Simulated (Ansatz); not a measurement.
## Li: a bulk modulus from differences

The cell was reached from a generator's guess, though it ends in a space group that the Crystallography Open Database lists for this formula.

Computed with DFT PBE, scalar-relativistic, plane waves, PAW in Ansatz. Settings of the last relaxation (1-atom cell): 420 eV, 22×22×22 k points, Gaussian smearing of 0.10 eV, no spin polarisation.

```cif
data_structure
_symmetry_space_group_name_H-M 'Fm-3m'
_symmetry_Int_Tables_number 225
_cell_length_a 4.3228
_cell_length_b 4.3228
_cell_length_c 4.3228
_cell_angle_alpha 90.000
_cell_angle_beta 90.000
_cell_angle_gamma 90.000
_cell_volume 80.78
loop_
_atom_site_label
_atom_site_type_symbol
_atom_site_symmetry_multiplicity
_atom_site_Wyckoff_symbol
_atom_site_fract_x
_atom_site_fract_y
_atom_site_fract_z
_atom_site_occupancy
Li1 Li 4 a 0.00000 0.00000 0.00000 1
```

The cell was set to several volumes, with shape and atoms relaxed at each where symmetry leaves them free. Pressure is positive in compression, and energies count from the lowest row. No row has a gap on its mesh.

```csv
row,V (Å³/atom),P (GPa),ΔE (meV/atom)
1,17.771,2.19,15.0
2,18.377,?,?
3,18.983,0.95,3.4
4,19.589,0.45,0.8
5,20.195,0.00,0.0
6,20.801,-0.39,0.8
7,21.406,-0.73,2.9
8,22.214,-1.12,7.6
```

Problem. Find B = −V·ΔP/ΔV from rows 4 and 6 and from rows 1 and 3, and from the two its slope B′ and its value B0 at zero pressure.

Solution. Rows 4 and 6 give −(19.589 + 20.801)/2 × (-0.39 − (0.45))/(20.801 − 19.589) = 14.0 GPa at a mean pressure of 0.03 GPa. Rows 1 and 3 give −(17.771 + 18.983)/2 × (0.95 − (2.19))/(18.983 − 17.771) = 18.8 GPa at a mean pressure of 1.57 GPa. So B′ = (18.8 − 14.0)/(1.57 − (0.03)) = 3.12 and B0 = 14.0 − 3.12 × (0.03) = 13.9 GPa. A third-order Birch–Murnaghan fit to all the energies gives B0 = 13.9 GPa and B′ = 3.4.

Problem. Estimate the pressure and energy of row 2.

Solution. From row 5, V0 = 20.195 × (1 + (0.00)/13.9) = 20.195 Å³/atom. Murnaghan's form P = (B0/B′)·[(V0/V)^B′ − 1] gives (13.9/3.12) × [(20.195/18.377)^3.12 − 1] = 1.52 GPa; the computed pressure is 1.53 GPa, so the estimate is off by -0.01 GPa. The work of compression from row 3, with the mean of the two pressures, gives ΔE = 3.4 + (1.52 + 0.95)/2 × (18.983 − 18.377)/160.2 × 1000 = 8.1 meV/atom (1 eV/Å³ = 160.2 GPa); the computed value is 8.0 meV/atom.

The end has R-3m (No. 166) at a tolerance of 0.01 Å; the cell shown is made exact in the group found at 0.05 Å. All volumes keep the k mesh of the relaxed cell. This cell was reached by moving the atoms of another relaxed cell at random and relaxing again, last within the group found; it had no such test of its own.
